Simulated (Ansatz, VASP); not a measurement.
Bi in VASP and in Ansatz

INCAR

```
  PREC = Accurate
  ENCUT = 520
  EDIFF = 1E-7
  ISMEAR = -1
  SIGMA = 0.05
  LREAL = F
  LASPH = T
  NELM = 100
  ALGO = Normal
  ISIF = 2
  LWAVE = F
  LCHARG = F
  GGA = PE
  NBANDS = 22
```

Contents of KPOINTS:

```
Automatic mesh
0
Gamma
  7 7 7
```

POSCAR

```
Bi
1.0
    2.2522814206      1.3003552845      3.9115696734
   -2.2522814206      1.3003552845      3.9115696734
    0.0000000000     -2.6007105690      3.9115696734
Bi
2
Direct
    0.7660000000      0.7660000000      0.7660000000
    0.2340000000      0.2340000000      0.2340000000
```

File input.yaml:

```yaml
crystal:
  lattice:
    - [2.2522814206, 1.3003552845, 3.9115696734]
    - [-2.2522814206, 1.3003552845, 3.9115696734]
    - [0.0, -2.600710569, 3.9115696734]
  atoms:
    - { symbol: Bi, position: [0.766, 0.766, 0.766] }
    - { symbol: Bi, position: [0.234, 0.234, 0.234] }
hamiltonian:
  xc: pbe
  pseudopotentials: { kind: paw }
kpoints:
  mp_grid: { grid: [7, 7, 7] }
scf:
  occupations: { method: fermi_dirac, width: 0.05 }
output:
  forces: true
  stress: true
  eigenvalues: true
  write_density: true
  write_potential: true
  elf: true
  volumetric_format: npy
```

Change from the starting cell: volume scaled by 0.98.

Alike in both runs: task single point; functional PBE; k mesh 7 × 7 × 7; occupations fermi-dirac, width 0.05 eV; no spin polarisation.

```csv
,VASP,Ansatz
version,VASP 6.6.1,Ansatz 0.2.0
potentials or method,"VASP PAW PBE potentials, release 64 (Bi_d)",Ansatz PAW
plane-wave cutoff (eV),520,420
valence electrons in the cell,30,30
```

|  | VASP | Ansatz | Ansatz less VASP |
| --- | --- | --- | --- |
| gap on the k mesh at the Fermi level (eV) | 0.28 | 0.27 | -0.002 |
| least direct gap on the mesh (eV) | 0.54 | 0.54 | +0.001 |
| pressure (GPa) | 3.2 | 3.2 | +0.06 |
| largest component of the traceless stress (GPa) | 0.26 | 0.26 | -0.002 |
| rms of the force components (eV/Å) | 0.175 | 0.171 | -0.0043 |

Atom by atom the forces differ by 0.004 eV/Å (rms over components).

Caveats: spin-orbit coupling is left out, which as a rule narrows the gap of such compounds by several tenths of an eV; an odd mesh through Γ misses points on the zone boundary, where band edges often lie (VASP); odd divisions of the mesh miss points on the zone boundary, where band edges often lie, so the gap on the mesh can be too wide (Ansatz).
